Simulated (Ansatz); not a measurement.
Runs of Ansatz 0.2.0 on SrO. It takes space group Fm-3m (No. 225, cubic). Conventional cell: a = 5.133 Å, b = 5.133 Å, c = 5.133 Å, α = 90.00°, β = 90.00°, γ = 90.00°. Around Sr (site symmetry m-3m) lie 6 O at 2.57 Å. O (site symmetry m-3m) has 6 Sr at 2.57 Å as nearest neighbours. 

```csv
task,level,potentials or basis,cell,k mesh,cutoff (eV),smearing,basis error allowed,gap on the mesh (eV),pressure (GPa),relaxed volume (Å³/atom)
relaxation of cell and atoms,PBEsol+D4,"all-electron LAPW, scalar-relativistic",relaxed,9 × 9 × 9,-,fermi-dirac 0.05 eV,0.001 eV/atom,3.25,0.0,(b)
band structure,RPBE,"all-electron LAPW, scalar-relativistic",as given,9 × 9 × 9,217,fermi-dirac 0.05 eV,0.001 eV/atom,3.49,6.4,-
Born charges and dielectric tensor,LDA,all-electron PAW datasets made for the crystal,as given,9 × 9 × 9,340,fixed,-,3.21,-,-
relaxation of cell and atoms,revPBE+D4,"all-electron LAPW, scalar-relativistic",relaxed,9 × 9 × 9,-,fermi-dirac 0.05 eV,0.001 eV/atom,3.47,0.0,17.40
relaxation of cell and atoms,BLYP+D4,"all-electron LAPW, scalar-relativistic",relaxed,9 × 9 × 9,-,fermi-dirac 0.05 eV,0.001 eV/atom,(c),0.0,17.44
elastic constants,LDA,"all-electron LAPW, scalar-relativistic",as given,7 × 7 × 7,230,fermi-dirac 0.05 eV,0.001 eV/atom,3.25,(a),-
```

Alike in all rows: no spin polarisation.

Q: Estimate the missing entries.

A: (a) -3.8; (b) 16.63; (c) 3.52.

Caveats: an odd mesh through Γ misses points on the zone boundary, where band edges often lie (some runs); the program warned that the printed levels may be off, so bands, gaps and densities of states are rough (some runs); the cell is more than 3 GPa from zero pressure, which shifts response properties (some runs).

A k mesh can miss the band edges, and the runs leave out spin-orbit coupling on Sr.

The runs don't all hold the same shells in valence.

Runs at the PBE level aren't shown here.
